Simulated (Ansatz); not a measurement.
# EuO (Fm-3m): magnetic orders compared

One table from this session's results is given with a row withheld; the runs are named, their logs left out.

Computed with Ansatz 0.2.0 (DFT r²SCAN, scalar-relativistic, plane waves, PAW, unless a step's input says otherwise).

## Starting point

The structure is cubic, space group Fm-3m (No. 225). The conventional cell has a = 5.048 Å, b = 5.048 Å, c = 5.048 Å, α = 90.00°, β = 90.00°, γ = 90.00°. Around Eu (site symmetry m-3m) lie 6 O at 2.52 Å. O (site symmetry m-3m) has 6 Eu at 2.52 Å as nearest neighbours.

As a file:

```xyz
2
Lattice="0.0000 2.5238 2.5238 2.5238 0.0000 2.5238 2.5238 2.5238 0.0000" Properties=species:S:1:pos:R:3 pbc="T T T"
Eu    0.0000    0.0000    0.0000
O     2.5238    2.5238    2.5238
```

This cell comes from an earlier session at r²SCAN: 16.076 Å³/atom at 0.00 GPa, on a 12×12×12 mesh.

Set-up of the first run:

input.yaml reads:

```yaml
crystal:
  lattice:
    - [0.0, 2.523831229, -2.523831229]
    - [0.0, 2.523831229, 2.523831229]
    - [5.047662458, 0.0, 0.0]
  atoms:
    - { symbol: Eu, position: [0.0, 0.0, 0.0], spin: 7.0 }
    - { symbol: O, position: [0.0, 1.0, 0.5] }
    - { symbol: Eu, position: [0.5, 0.5, 0.5], spin: 7.0 }
    - { symbol: O, position: [0.5, 1.5, 1.0] }
basis:
  ecutwfc: 500
  ecutrho_ratio: 4
kpoints:
  mp_grid: { grid: [8, 8, 6] }
hamiltonian:
  xc: r2scan
scf:
  occupations: { method: gaussian, width: 0.05 }
  lower_state_search: "off"
output:
  forces: true
  stress: true
  eigenvalues: true
  populations: true
magnetization:
  spin_polarized: true
```

Run with:

```
$ ansatz run input.yaml --threads 2 --pin off --max-ram 5120MiB --backend cpu --events-out ev --progress --plain --runs-dir out
```

Steps of the session up to this table: Ferromagnetic, larger cell; Antiferromagnetic, propagation vector (1, 0, 0); Antiferromagnetic, propagation vector (1/2, 1/2, -1/2); No spin polarisation.

One table of the session follows, with a row left open; its other results are not shown here.

It belongs to the step «The orders side by side». 

```
                                                 order  above the lowest (meV/atom)  largest moment (μB)  pressure (GPa)
                                         ferromagnetic                          0.0                 6.65             0.0
       antiferromagnetic, propagation vector (1, 0, 0)                            ?                    ?               ?
antiferromagnetic, propagation vector (1/2, 1/2, -1/2)                         25.4                 6.60             0.0
                                  no spin polarisation                       3702.2                 0.00            -8.8
```

**Question.** Estimate the row for antiferromagnetic, propagation vector (1, 0, 0).

As computed: above the lowest (meV/atom): 22.1; largest moment (μB): 6.60; pressure (GPa): -0.2. In the column «above the lowest (meV/atom)» it lies between ferromagnetic (0.0) and antiferromagnetic, propagation vector (1/2, 1/2, -1/2) (25.4).

The first row is the run of the earlier session that started with parallel moments (-4676.1330 eV/atom).

To keep in mind: Only these orders were tried, at zero temperature; the one found in experiment may not be among them. No U or exact exchange acts on the open f shell of Eu, so the metal found here may be the functional's error. Warnings in the runs' records: stability check not made, given moment on shells, look outside group.
